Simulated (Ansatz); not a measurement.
Mn, alpha-Mn (A12): geometry optimisation

All numbers below come from DFT, revPBE, plane waves (420 eV) with PAW, scalar-relativistic in Ansatz 0.2.0. (PAW data from PBE, frozen cores regenerated.)

k-point mesh 3×3×3, Fermi-Dirac smearing 0.05 eV, starting moments 3.00, -2.50 ×4, 0.60 ×12, -0.60 ×12 μB. Cell and atoms relax.

Starting structure:

```yaml
crystal:
  lattice:
    - [-4.4, 4.4, 4.4]
    - [4.4, -4.4, 4.4]
    - [4.4, 4.4, -4.4]
  atoms:
    - { symbol: Mn, position: [0.366, 1.0, 1.0], spin: -2.5 }
    - { symbol: Mn, position: [0.609, 0.323, 0.0], spin: 0.6 }
    - { symbol: Mn, position: [0.609, 0.0, 0.323], spin: 0.6 }
    - { symbol: Mn, position: [0.811, 0.633, 1.0], spin: -0.6 }
    - { symbol: Mn, position: [0.811, 0.0, 0.633], spin: -0.6 }
    - { symbol: Mn, position: [0.822, 0.189, 0.189], spin: -0.6 }
    - { symbol: Mn, position: [0.0, 0.366, 0.0], spin: -2.5 }
    - { symbol: Mn, position: [0.323, 0.609, 0.0], spin: 0.6 }
    - { symbol: Mn, position: [0.0, 0.609, 0.323], spin: 0.6 }
    - { symbol: Mn, position: [0.633, 0.811, 0.0], spin: -0.6 }
    - { symbol: Mn, position: [1.0, 0.811, 0.633], spin: -0.6 }
    - { symbol: Mn, position: [0.189, 0.822, 0.189], spin: -0.6 }
    - { symbol: Mn, position: [0.0, 0.0, 0.366], spin: -2.5 }
    - { symbol: Mn, position: [0.0, 0.323, 0.609], spin: 0.6 }
    - { symbol: Mn, position: [0.323, 0.0, 0.609], spin: 0.6 }
    - { symbol: Mn, position: [0.0, 0.633, 0.811], spin: -0.6 }
    - { symbol: Mn, position: [0.633, 1.0, 0.811], spin: -0.6 }
    - { symbol: Mn, position: [0.189, 0.189, 0.822], spin: -0.6 }
    - { symbol: Mn, position: [0.0, 0.0, 0.0], spin: 3.0 }
    - { symbol: Mn, position: [0.634, 0.634, 0.634], spin: -2.5 }
    - { symbol: Mn, position: [0.391, 0.391, 0.714], spin: 0.6 }
    - { symbol: Mn, position: [0.714, 0.391, 0.391], spin: 0.6 }
    - { symbol: Mn, position: [0.391, 0.714, 0.391], spin: 0.6 }
    - { symbol: Mn, position: [0.677, 0.677, 0.286], spin: 0.6 }
    - { symbol: Mn, position: [0.286, 0.677, 0.677], spin: 0.6 }
    - { symbol: Mn, position: [0.677, 0.286, 0.677], spin: 0.6 }
    - { symbol: Mn, position: [0.367, 0.367, 0.178], spin: -0.6 }
    - { symbol: Mn, position: [0.178, 0.367, 0.367], spin: -0.6 }
    - { symbol: Mn, position: [0.367, 0.178, 0.367], spin: -0.6 }
hamiltonian:
  xc: revpbe
  pseudopotentials:
    kind: paw
    azcp:
      Mn: "pseudopotentials/Mn.paw.azcp"
basis:
  ecutwfc: 420
  fft_grid_basis: typed
kpoints:
  mp_grid: { grid: [3, 3, 3], shift: [0, 0, 0] }
magnetization:
  spin_polarized: true
scf:
  occupations: { method: fermi_dirac, width: 0.05 }
relax:
  max_steps: 60
  f_tol: 0.02
  cell: {}
```

Q: The pressure at the start is -7.3 GPa. By how much does the volume change?

A: From 11.75 to 11.28 Å³ per atom, -4.0 %. The final cell has a = 8.682 Å.

Q: How much energy does the relaxation gain?

A: 19.7 meV per atom.

Path of the relaxation (the plane waves are chosen anew near the end, which can shift the energy a little):

| step | E − E(final) (meV/atom) | V (Å³/atom) | P (GPa) | max force (eV/Å) |
| --- | --- | --- | --- | --- |
| 0 | 19.71 | 11.750 | -7.30 | 0.676 |
| 1 | 5.02 | 11.445 | -3.15 | 0.434 |
| 2 | 0.30 | 11.207 | 1.18 | 0.050 |
| 3 | 0.13 | 11.274 | 0.42 | 0.110 |
| 4 | -0.22 | 11.284 | 0.01 | 0.018 |
| 5 | 0.00 | 11.284 | 0.02 | 0.018 |

Q: Which magnetic state does it end in?

A: ferrimagnetic, largest moment 3.08 μB in the atomic sphere; moments 3.08, -2.46 ×4, 0.61 ×12, -0.19 ×12 μB.
